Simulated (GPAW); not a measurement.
# TiAl3 (Pm-3m) in GPAW: notebook, part 2 of 3

GPAW 26.7.0. The steps go on from the part before.

## 3. Band structure, PBEsol

Contents of run.py:

```python
from ase import Atoms
from ase.dft.bandgap import bandgap
from ase.io import write
from ase.units import GPa
from gpaw import GPAW, PW, setup_paths

setup_paths.insert(0, '.')

atoms = Atoms(['Ti', 'Al', 'Al', 'Al'],
              cell=[[3.95567125, 0.0, 0.0],
                    [0.0, 3.95567125, 0.0],
                    [0.0, 0.0, 3.95567125]],
              scaled_positions=[[0.0, 0.0, 0.0],
                                [0.0, 0.5, 0.5],
                                [0.5, 0.0, 0.5],
                                [0.5, 0.5, 0.0]],
              pbc=True)

calc = GPAW(mode=PW(600),
            xc='PBEsol',
            kpts={'size': (7, 7, 7), 'gamma': True},
            occupations={'name': 'fermi-dirac', 'width': 0.05},
            nbands=23,
            convergence={'density': 1e-05, 'energy': 1e-05},
            maxiter=150,
            txt='gpaw.txt')
atoms.calc = calc
energy = atoms.get_potential_energy()
forces = atoms.get_forces()
stress = atoms.get_stress()
calc.write('gs.gpw')
write('result.traj', atoms)
print(f'Energy: {energy:.6f} eV')
print('Forces (eV/A):')
print(forces.round(4))
print('Stress (GPa):', (stress / GPa).round(3))
print('Fermi level:', round(calc.get_fermi_level(), 4), 'eV')
print(f'Gap: {bandgap(calc)[0]:.4f} eV, direct: {bandgap(calc, direct=True)[0]:.4f} eV')

path = atoms.cell.bandpath('GXMGRX,MR', npoints=60, eps=1e-4)
bs_calc = calc.fixed_density(kpts=path, symmetry='off', nbands=37,
                             convergence={'bands': 'CBM+6.0', 'eigenstates': 1e-6}, txt='bands.txt')
bs = bs_calc.band_structure()
bs.write('bs.json')
print(f'Gap on the path: {bandgap(bs_calc)[0]:.4f} eV')
```

Potentials or basis: PAW data sets generated in the run's folder for this functional, pw.

Run with:

```
$ gpaw-setup -f PBEsol Al Ti
$ OMP_NUM_THREADS=1 python run.py
```

gpaw.txt:

```text
__  _  _
 | _ |_)|_||  |
 |__||  | ||/\| - 26.7.0

Input parameters:
  mode=PW(ecut=600.0),
  convergence={'density': 1e-05, 'energy': 1e-05},
  kpts=MonkhorstPack(size=(7, 7, 7), gamma=True),
  maxiter=150,
  nbands=23,
  occupations=Occupations(name='fermi-dirac', width=0.05),
  xc=XC(name='PBEsol')

Diagonalizing LCAO Hamiltonian
Converting LCAO to pw mode
   .---------.
  /|         |
 * |         |
 | |         |
 |Al         |
 | .--Al-----.
 |/    Al   /
 Ti--------*

Atoms  # Å, Bohr magnetons
|   | symbol |        x |        y |        z |    initial magnetic moments |
|---|--------|----------|----------|----------|-----------------------------|
| 0 |     Ti | 0.000000 | 0.000000 | 0.000000 | ( 0.0000,  0.0000,  0.0000) |
| 1 |     Al | 0.000000 | 1.977836 | 1.977836 | ( 0.0000,  0.0000,  0.0000) |
| 2 |     Al | 1.977836 | 0.000000 | 1.977836 | ( 0.0000,  0.0000,  0.0000) |
| 3 |     Al | 1.977836 | 1.977836 | 0.000000 | ( 0.0000,  0.0000,  0.0000) |

Unit cell  # Å
| periodic |        x |        y |        z |  lengths |    angles |
|----------|----------|----------|----------|----------|-----------|
|      yes | 3.955671 | 0.000000 | 0.000000 | 3.955671 | 90.000000 |
|      yes | 0.000000 | 3.955671 | 0.000000 | 3.955671 | 90.000000 |
|      yes | 0.000000 | 0.000000 | 3.955671 | 3.955671 | 90.000000 |

Number of symmetries: 48
Symmetry operations  # r_c * U_cc + t_c -> r_c
|    | kind |            matrix            |
|----|------|------------------------------|
|  0 |  E   |  1, 0, 0,  0, 1, 0,  0, 0, 1 |
|  1 |  σ   |  1, 0, 0,  0, 1, 0,  0, 0,-1 |
|  2 |  σ   |  1, 0, 0,  0, 0, 1,  0, 1, 0 |
|  3 |  C4  |  1, 0, 0,  0, 0, 1,  0,-1, 0 |
|  4 |  C4  |  1, 0, 0,  0, 0,-1,  0, 1, 0 |
|  5 |  σ   |  1, 0, 0,  0, 0,-1,  0,-1, 0 |
|  6 |  σ   |  1, 0, 0,  0,-1, 0,  0, 0, 1 |
|  7 |  C2  |  1, 0, 0,  0,-1, 0,  0, 0,-1 |
|  8 |  σ   |  0, 1, 0,  1, 0, 0,  0, 0, 1 |
|  9 |  C2  |  0, 1, 0,  1, 0, 0,  0, 0,-1 |
| 10 |  C3  |  0, 1, 0,  0, 0, 1,  1, 0, 0 |
| 11 |  S6  |  0, 1, 0,  0, 0, 1, -1, 0, 0 |
| 12 |  S6  |  0, 1, 0,  0, 0,-1,  1, 0, 0 |
| 13 |  C3  |  0, 1, 0,  0, 0,-1, -1, 0, 0 |
| 14 |  C4  |  0, 1, 0, -1, 0, 0,  0, 0, 1 |
| 15 |  S4  |  0, 1, 0, -1, 0, 0,  0, 0,-1 |
| 16 |  C3  |  0, 0, 1,  1, 0, 0,  0, 1, 0 |
| 17 |  S6  |  0, 0, 1,  1, 0, 0,  0,-1, 0 |
| 18 |  σ   |  0, 0, 1,  0, 1, 0,  1, 0, 0 |
| 19 |  C4  |  0, 0, 1,  0, 1, 0, -1, 0, 0 |
| 20 |  C2  |  0, 0, 1,  0,-1, 0,  1, 0, 0 |
| 21 |  S4  |  0, 0, 1,  0,-1, 0, -1, 0, 0 |
| 22 |  S6  |  0, 0, 1, -1, 0, 0,  0, 1, 0 |
| 23 |  C3  |  0, 0, 1, -1, 0, 0,  0,-1, 0 |
| 24 |  S6  |  0, 0,-1,  1, 0, 0,  0, 1, 0 |
| 25 |  C3  |  0, 0,-1,  1, 0, 0,  0,-1, 0 |
| 26 |  C4  |  0, 0,-1,  0, 1, 0,  1, 0, 0 |
| 27 |  σ   |  0, 0,-1,  0, 1, 0, -1, 0, 0 |
| 28 |  S4  |  0, 0,-1,  0,-1, 0,  1, 0, 0 |
[... 112 lines left out ...]
    |    d |        |       0.000 |    1.085 |

    Using partial waves for Al as LCAO basis

Reference energy: -42968.130828  # eV

eigensolver:
  PPCG
  Converge bands: occupied
  niter=2

density mixing:
  MSR1-Mixer
  Pratt-step length: 0.05
  Maximum mixing coefficient: 0.75
  Old densities: 10
  SVD Regularization: 0.005
  Good broyden scale: 1.0
  Trust region scale: 1.0
  Backstep threshold: 4.0
  History deletion threshold: 6.0
  Fourier metric: weight=20.0, sigma=0.015

occupation numbers:
  Fermi-Dirac:
    width: 0.0500  # eV

poisson solver:
  ecut: 4800.0  # eV

xc functional:
  name: PBEsol with 2 nearest neighbor stencil

convergence criteria:
- Maximum integral of absolute [dens]ity change: 1e-05 electrons / valence electron
- Maximum [total energy] change in last 3 cyles: 1e-05 eV / valence electron
- Maximum integral of absolute [eigenst]ate change: 4e-08 eV^2 / valence electron
maximum number of iterations: 150

SCF iterations
|iter     | |      energy | eigst |  dens |
|---------|-|-------------|-------|-------|
|iter:   1| |  -21.030412 | +0.17 |       |
|iter:   2| |  -21.002590 | -2.60 | -1.13 |
|iter:   3| |  -20.941354 | -2.44 | -1.17 |
|iter:   4| |  -20.930280 | -2.48 | -1.48 |
|iter:   5| |  -20.930319 | -3.46 | -2.06 |
|iter:   6| |  -20.930232c| -4.34 | -2.37 |
|iter:   7| |  -20.930239c| -5.97 | -3.40 |
|iter:   8| |  -20.930241c| -6.92 | -3.86 |
|iter:   9| |  -20.930241c| -7.75c| -4.70 |
|iter:  10| |  -20.930241c| -8.58c| -5.72c|

Converged in 10 steps
Energy contributions relative to reference atoms: (reference = -42968.130828)

Energy contributions:
  Kinetic:          24.075793
  Coulomb:         -16.145931
  Zero:             -0.065388
  External:          0.000000
  Xc:              -28.782722
  Entropy:          -0.023986
  Spinorbit:         0.000000
  ----------------------------
  Free energy:     -20.942234
  Extrapolated:    -20.930241

dipole moment: (-19.353934, -19.353934, -19.353934)  # |e|*Ang

Fermi level: 8.480
Eigenvalues  # (at kpt = [0.000, 0.000, 0.000])
| band index |      eig [eV] | occ [0-2] |
|------------|---------------|-----------|
|          0 |       -48.294 |     2.000 |
|        ... |               |           |
|          2 |       -24.713 |     2.000 |
|          3 |       -24.713 |     2.000 |
|          4 |        -2.421 |     2.000 |
|          5 |         5.298 |     2.000 |
|          6 |         5.298 |     2.000 |
|          7 |         6.236 |     2.000 |
[... 8 lines left out ...]
|         16 |        14.114 |     0.000 |
|         17 |        14.114 |     0.000 |
|        ... |               |           |
|         22 |        17.114 |     0.000 |

No gap
No difference between direct/indirect transitions

Forces  # eV/Ang
|        x |        y |       z |
|----------|----------|---------|
|  0.00000 | -0.00000 | 0.00000 |  # Ti   0
| -0.00000 |  0.00000 | 0.00000 |  # Al   1
|  0.00000 | -0.00000 | 0.00000 |  # Al   2
|  0.00000 |  0.00000 | 0.00000 |  # Al   3

Stress tensor  # eV/Ang^3
|        x |        y |        z |
|----------|----------|----------|
| 0.002841 | 0.000000 | 0.000000 |
| 0.000000 | 0.002841 | 0.000000 |
| 0.000000 | 0.000000 | 0.002841 |

# Writing to gs.gpw (mode='')
```

stdout:

```text
Energy: -20.930241 eV
Forces (eV/A):
[[ 0. -0.  0.]
 [-0.  0.  0.]
 [ 0. -0.  0.]
 [ 0.  0.  0.]]
Stress (GPa): [0.455 0.455 0.455 0.    0.    0.   ]
Fermi level: 8.4804 eV
Gap: 0.0000 eV, direct: 0.0000 eV
Gap on the path: 0.0000 eV
```

bands.txt:

```text
Diagonalizing LCAO Hamiltonian
Converting LCAO to pw mode
convergence criteria:
- Maximum integral of absolute [eigenst]ate change: 1e-06 eV^2 / valence electron
maximum number of iterations: 150

SCF iterations
|iter     | |      energy | eigst |  dens |
|---------|-|-------------|-------|-------|
|iter:   1| |             | +1.10 |       |
[... 65 lines left out ...]
         [0.5       , 0.5       , 0.0625    ],
         [0.5       , 0.5       , 0.125     ],
         [0.5       , 0.5       , 0.1875    ],
         [0.5       , 0.5       , 0.25      ],
         [0.5       , 0.5       , 0.3125    ],
         [0.5       , 0.5       , 0.375     ],
         [0.5       , 0.5       , 0.4375    ],
         [0.5       , 0.5       , 0.5       ]])),
  maxiter=150,
  nbands=37,
  occupations=Occupations(name='fermi-dirac', width=0.05),
  symmetry=Symmetry(point_group=False, time_reversal=False),
  xc=XC(name='PBEsol')
```

Run time: 56 s. Hardware: 1 thread of Arm Neoverse V2, shared host; peak memory 0.3 GiB.

What came out:

* Free energy: -20.9422 eV
* Pressure: -0.5 GPa
* Band gap along the path: none (metal or under the smearing width)

Levels at the corners of the path, in eV from the Fermi level:
```
point  band 7  band 8  band 9  band 10  band 11  band 12  band 13  band 14
    Γ   -3.18   -2.24   -2.24    -2.24     0.09     0.09     0.09     0.62
    X   -2.34   -2.34   -2.27     0.34     0.66     0.66     0.87     0.93
    M   -6.21   -5.13   -1.33    -1.33     0.56     0.80     1.03     1.07
    Γ   -3.18   -2.24   -2.24    -2.24     0.09     0.09     0.09     0.62
    R   -5.23   -5.07   -3.59    -3.59    -3.59     0.10     1.13     1.13
    X   -2.34   -2.34   -2.27     0.34     0.66     0.66     0.87     0.93
    M   -6.21   -5.13   -1.33    -1.33     0.56     0.80     1.03     1.07
    R   -5.23   -5.07   -3.59    -3.59    -3.59     0.10     1.13     1.13
```

## 4. Band structure, LDA

run.py, as its differences from that of step 3:

```diff
@@ -4,5 +4,3 @@
 from ase.units import GPa
-from gpaw import GPAW, PW, setup_paths
-
-setup_paths.insert(0, '.')
+from gpaw import GPAW, PW
 
@@ -19,3 +17,3 @@
 calc = GPAW(mode=PW(600),
-            xc='PBEsol',
+            xc='LDA',
             kpts={'size': (7, 7, 7), 'gamma': True},
```

Potentials or basis: the program's PAW data sets (release 1.2.1) made for this functional, pw.

Run with:

```
$ OMP_NUM_THREADS=1 python run.py
```

gpaw.txt:

```text
__  _  _
 | _ |_)|_||  |
 |__||  | ||/\| - 26.7.0

Input parameters:
  mode=PW(ecut=600.0),
  convergence={'density': 1e-05, 'energy': 1e-05},
  kpts=MonkhorstPack(size=(7, 7, 7), gamma=True),
  maxiter=150,
  nbands=23,
  occupations=Occupations(name='fermi-dirac', width=0.05),
  xc=XC(name='LDA')

Diagonalizing LCAO Hamiltonian
Converting LCAO to pw mode
   .---------.
  /|         |
 * |         |
 | |         |
 |Al         |
 | .--Al-----.
 |/    Al   /
 Ti--------*

Atoms  # Å, Bohr magnetons
|   | symbol |        x |        y |        z |    initial magnetic moments |
|---|--------|----------|----------|----------|-----------------------------|
| 0 |     Ti | 0.000000 | 0.000000 | 0.000000 | ( 0.0000,  0.0000,  0.0000) |
| 1 |     Al | 0.000000 | 1.977836 | 1.977836 | ( 0.0000,  0.0000,  0.0000) |
| 2 |     Al | 1.977836 | 0.000000 | 1.977836 | ( 0.0000,  0.0000,  0.0000) |
| 3 |     Al | 1.977836 | 1.977836 | 0.000000 | ( 0.0000,  0.0000,  0.0000) |

Unit cell  # Å
| periodic |        x |        y |        z |  lengths |    angles |
|----------|----------|----------|----------|----------|-----------|
|      yes | 3.955671 | 0.000000 | 0.000000 | 3.955671 | 90.000000 |
|      yes | 0.000000 | 3.955671 | 0.000000 | 3.955671 | 90.000000 |
|      yes | 0.000000 | 0.000000 | 3.955671 | 3.955671 | 90.000000 |

Number of symmetries: 48
Symmetry operations  # r_c * U_cc + t_c -> r_c
|    | kind |            matrix            |
|----|------|------------------------------|
|  0 |  E   |  1, 0, 0,  0, 1, 0,  0, 0, 1 |
|  1 |  σ   |  1, 0, 0,  0, 1, 0,  0, 0,-1 |
|  2 |  σ   |  1, 0, 0,  0, 0, 1,  0, 1, 0 |
|  3 |  C4  |  1, 0, 0,  0, 0, 1,  0,-1, 0 |
|  4 |  C4  |  1, 0, 0,  0, 0,-1,  0, 1, 0 |
|  5 |  σ   |  1, 0, 0,  0, 0,-1,  0,-1, 0 |
|  6 |  σ   |  1, 0, 0,  0,-1, 0,  0, 0, 1 |
|  7 |  C2  |  1, 0, 0,  0,-1, 0,  0, 0,-1 |
|  8 |  σ   |  0, 1, 0,  1, 0, 0,  0, 0, 1 |
|  9 |  C2  |  0, 1, 0,  1, 0, 0,  0, 0,-1 |
| 10 |  C3  |  0, 1, 0,  0, 0, 1,  1, 0, 0 |
| 11 |  S6  |  0, 1, 0,  0, 0, 1, -1, 0, 0 |
| 12 |  S6  |  0, 1, 0,  0, 0,-1,  1, 0, 0 |
| 13 |  C3  |  0, 1, 0,  0, 0,-1, -1, 0, 0 |
| 14 |  C4  |  0, 1, 0, -1, 0, 0,  0, 0, 1 |
| 15 |  S4  |  0, 1, 0, -1, 0, 0,  0, 0,-1 |
| 16 |  C3  |  0, 0, 1,  1, 0, 0,  0, 1, 0 |
| 17 |  S6  |  0, 0, 1,  1, 0, 0,  0,-1, 0 |
| 18 |  σ   |  0, 0, 1,  0, 1, 0,  1, 0, 0 |
| 19 |  C4  |  0, 0, 1,  0, 1, 0, -1, 0, 0 |
| 20 |  C2  |  0, 0, 1,  0,-1, 0,  1, 0, 0 |
| 21 |  S4  |  0, 0, 1,  0,-1, 0, -1, 0, 0 |
| 22 |  S6  |  0, 0, 1, -1, 0, 0,  0, 1, 0 |
| 23 |  C3  |  0, 0, 1, -1, 0, 0,  0,-1, 0 |
| 24 |  S6  |  0, 0,-1,  1, 0, 0,  0, 1, 0 |
| 25 |  C3  |  0, 0,-1,  1, 0, 0,  0,-1, 0 |
| 26 |  C4  |  0, 0,-1,  0, 1, 0,  1, 0, 0 |
| 27 |  σ   |  0, 0,-1,  0, 1, 0, -1, 0, 0 |
| 28 |  S4  |  0, 0,-1,  0,-1, 0,  1, 0, 0 |
| 29 |  C2  |  0, 0,-1,  0,-1, 0, -1, 0, 0 |
| 30 |  C3  |  0, 0,-1, -1, 0, 0,  0, 1, 0 |
| 31 |  S6  |  0, 0,-1, -1, 0, 0,  0,-1, 0 |
| 32 |  C4  |  0,-1, 0,  1, 0, 0,  0, 0, 1 |
| 33 |  S4  |  0,-1, 0,  1, 0, 0,  0, 0,-1 |
| 34 |  S6  |  0,-1, 0,  0, 0, 1,  1, 0, 0 |
| 35 |  C3  |  0,-1, 0,  0, 0, 1, -1, 0, 0 |
| 36 |  C3  |  0,-1, 0,  0, 0,-1,  1, 0, 0 |
| 37 |  S6  |  0,-1, 0,  0, 0,-1, -1, 0, 0 |
| 38 |  σ   |  0,-1, 0, -1, 0, 0,  0, 0, 1 |
| 39 |  C2  |  0,-1, 0, -1, 0, 0,  0, 0,-1 |
| 40 |  σ   | -1, 0, 0,  0, 1, 0,  0, 0, 1 |
| 41 |  C2  | -1, 0, 0,  0, 1, 0,  0, 0,-1 |
| 42 |  C2  | -1, 0, 0,  0, 0, 1,  0, 1, 0 |
| 43 |  S4  | -1, 0, 0,  0, 0, 1,  0,-1, 0 |
| 44 |  S4  | -1, 0, 0,  0, 0,-1,  0, 1, 0 |
| 45 |  C2  | -1, 0, 0,  0, 0,-1,  0,-1, 0 |
| 46 |  C2  | -1, 0, 0,  0,-1, 0,  0, 0, 1 |
| 47 |  i   | -1, 0, 0,  0,-1, 0,  0, 0,-1 |

BZ-sampling:
  Number of BZ points: 343
  Number of IBZ points: 20

  Monkhorst-Pack size: [7, 7, 7]
  Monkhorst-Pack shift: [0, 0, 0]

K-points  # in reciprocal-cell coordinates
|     |                                coordinates |     weight |
|-----|--------------------------------------------|------------|
|   0 | (  0.00000000,   0.00000000,   0.00000000) | 0.00291545 |
|   1 | (  0.14285714,   0.00000000,   0.00000000) | 0.01749271 |
|   2 | (  0.14285714,   0.14285714,   0.00000000) | 0.03498542 |
|   3 | (  0.14285714,   0.14285714,   0.14285714) | 0.02332362 |
|   4 | (  0.28571429,   0.00000000,   0.00000000) | 0.01749271 |
|   5 | (  0.28571429,   0.14285714,   0.00000000) | 0.06997085 |
|   6 | (  0.28571429,   0.14285714,   0.14285714) | 0.06997085 |
|   7 | (  0.28571429,   0.28571429,   0.00000000) | 0.03498542 |
|   8 | (  0.28571429,   0.28571429,   0.14285714) | 0.06997085 |
|   9 | (  0.28571429,   0.28571429,   0.28571429) | 0.02332362 |
| ... |                                            |            |
|  19 | (  0.42857143,   0.42857143,   0.42857143) | 0.02332362 |

Plane wave coefficients: 2103
Cutoff: 600.0 eV

Spin-components: 1 (collinear spins)
Bands:           23
Projectors:      21
Spin-degeneracy: 2
Datatype:        complex128

Parallelization:
  kpt:    1
  domain: 1
  band:   1

Density:
  Valence electrons: 21.0
  Components: 1
  Grid points: [24 24 24]
  Charge: 0.0  # |e|

Potential:
  Grid points: [24 24 24]

species:
  Ti:
    name:    Titanium
    Z:       22.0
    valence: 12
    core:    10
    charge:  0.0  # [|e|]
    compensation charges:
      type: gauss
      rc: 0.38  # [Å]
      lmax: 2
    cutoffs:
      filter: 2.23  # [Å]
      core: 1.02  # [Å]
    projectors
    | kind |    occ | energy [eV] | rcut [Å] |
    |------|--------|-------------|----------|
    |   3s |  2.000 |     -62.257 |    1.270 |
    |   4s |  2.000 |      -4.593 |    1.270 |
    |   3p |  6.000 |     -38.791 |    1.058 |
    |   4p |  0.000 |      -1.536 |    1.058 |
    |   3d |  2.000 |      -4.463 |    1.058 |
    |    d |        |      22.748 |    1.058 |

    Using partial waves for Ti as LCAO basis

  Al:
    name:    Aluminium
    Z:       13.0
    valence: 3
    core:    10
    charge:  0.0  # [|e|]
    compensation charges:
      type: gauss
      rc: 0.34  # [Å]
      lmax: 2
    cutoffs:
      filter: 1.91  # [Å]
      core: 2.36  # [Å]
    projectors
    | kind |    occ | energy [eV] | rcut [Å] |
    |------|--------|-------------|----------|
    |   3s |  2.000 |      -7.830 |    1.085 |
    |   3p |  1.000 |      -2.783 |    1.085 |
    |    s |        |      19.382 |    1.085 |
    |    p |        |      24.428 |    1.085 |
    |    d |        |       0.000 |    1.085 |

    Using partial waves for Al as LCAO basis

Reference energy: -42909.212981  # eV

eigensolver:
  PPCG
  Converge bands: occupied
  niter=2

density mixing:
  MSR1-Mixer
  Pratt-step length: 0.05
  Maximum mixing coefficient: 0.75
  Old densities: 10
  SVD Regularization: 0.005
  Good broyden scale: 1.0
  Trust region scale: 1.0
  Backstep threshold: 4.0
  History deletion threshold: 6.0
  Fourier metric: weight=20.0, sigma=0.015

occupation numbers:
  Fermi-Dirac:
    width: 0.0500  # eV

poisson solver:
  ecut: 4800.0  # eV

xc functional:
  name: None

convergence criteria:
- Maximum integral of absolute [dens]ity change: 1e-05 electrons / valence electron
- Maximum [total energy] change in last 3 cyles: 1e-05 eV / valence electron
- Maximum integral of absolute [eigenst]ate change: 4e-08 eV^2 / valence electron
maximum number of iterations: 150

SCF iterations
|iter     | |      energy | eigst |  dens |
|---------|-|-------------|-------|-------|
|iter:   1| |  -21.641501 | +0.20 |       |
|iter:   2| |  -21.619800 | -2.60 | -1.14 |
|iter:   3| |  -21.572136 | -2.50 | -1.18 |
|iter:   4| |  -21.545539 | -2.42 | -1.47 |
|iter:   5| |  -21.543670 | -3.51 | -2.03 |
|iter:   6| |  -21.543776 | -4.62 | -2.46 |
|iter:   7| |  -21.543778c| -6.18 | -3.48 |
|iter:   8| |  -21.543779c| -7.31 | -4.04 |
|iter:   9| |  -21.543779c| -8.03c| -4.77 |
|iter:  10| |  -21.543779c| -9.01c| -5.89c|

Converged in 10 steps
Energy contributions relative to reference atoms: (reference = -42909.212981)

Energy contributions:
  Kinetic:          23.134619
  Coulomb:         -15.257401
  Zero:             -0.080723
  External:          0.000000
  Xc:              -29.328142
  Entropy:          -0.024266
  Spinorbit:         0.000000
  ----------------------------
  Free energy:     -21.555912
  Extrapolated:    -21.543779

dipole moment: (-19.398731, -19.398731, -19.398731)  # |e|*Ang

Fermi level: 8.318
Eigenvalues  # (at kpt = [0.000, 0.000, 0.000])
| band index |      eig [eV] | occ [0-2] |
|------------|---------------|-----------|
|          0 |       -48.107 |     2.000 |
|        ... |               |           |
|          2 |       -24.733 |     2.000 |
|          3 |       -24.733 |     2.000 |
|          4 |        -2.547 |     2.000 |
|          5 |         5.134 |     2.000 |
|          6 |         5.134 |     2.000 |
|          7 |         6.104 |     2.000 |
|          8 |         6.104 |     2.000 |
|          9 |         6.104 |     2.000 |
|         10 |         8.398 |     0.336 |
|         11 |         8.398 |     0.336 |
|         12 |         8.398 |     0.336 |
|         13 |         9.010 |     0.000 |
|         14 |        12.250 |     0.000 |
|         15 |        12.250 |     0.000 |
|         16 |        13.914 |     0.000 |
|         17 |        13.914 |     0.000 |
|        ... |               |           |
|         22 |        16.913 |     0.000 |

No gap
No difference between direct/indirect transitions

Forces  # eV/Ang
|       x |       y |       z |
|---------|---------|---------|
| 0.00000 | 0.00000 | 0.00000 |  # Ti   0
| 0.00000 | 0.00000 | 0.00000 |  # Al   1
| 0.00000 | 0.00000 | 0.00000 |  # Al   2
| 0.00000 | 0.00000 | 0.00000 |  # Al   3

Stress tensor  # eV/Ang^3
|        x |        y |        z |
|----------|----------|----------|
| 0.022502 | 0.000000 | 0.000000 |
| 0.000000 | 0.022502 | 0.000000 |
| 0.000000 | 0.000000 | 0.022502 |

# Writing to gs.gpw (mode='')
```

It took 55 s on 1 thread of Arm Neoverse V2, shared host; peak memory 0.3 GiB.

What came out:

```yaml
Free_energy: -21.5559 eV
Pressure: -3.6 GPa
Band_gap_along_the_path: none (metal or under the smearing width)
```

Levels at the corners of the path, in eV from the Fermi level:
```
point  band 6  band 7  band 8  band 9  band 10  band 11  band 12  band 13  band 14  band 15
    Γ   -3.18   -3.18   -2.21   -2.21    -2.21     0.08     0.08     0.08     0.69     3.93
    X   -8.05   -2.33   -2.33   -2.26     0.33     0.69     0.69     0.83     1.00     1.17
    M   -6.19   -6.19   -5.08   -1.33    -1.33     0.56     0.77     1.02     1.04     3.49
    Γ   -3.18   -3.18   -2.21   -2.21    -2.21     0.08     0.08     0.08     0.69     3.93
    R   -5.24   -5.24   -5.02   -3.53    -3.53    -3.53     0.14     1.08     1.08     2.70
    X   -8.05   -2.33   -2.33   -2.26     0.33     0.69     0.69     0.83     1.00     1.17
    M   -6.19   -6.19   -5.08   -1.33    -1.33     0.56     0.77     1.02     1.04     3.49
    R   -5.24   -5.24   -5.02   -3.53    -3.53    -3.53     0.14     1.08     1.08     2.70
```

(Continued in part 3 of 3.)
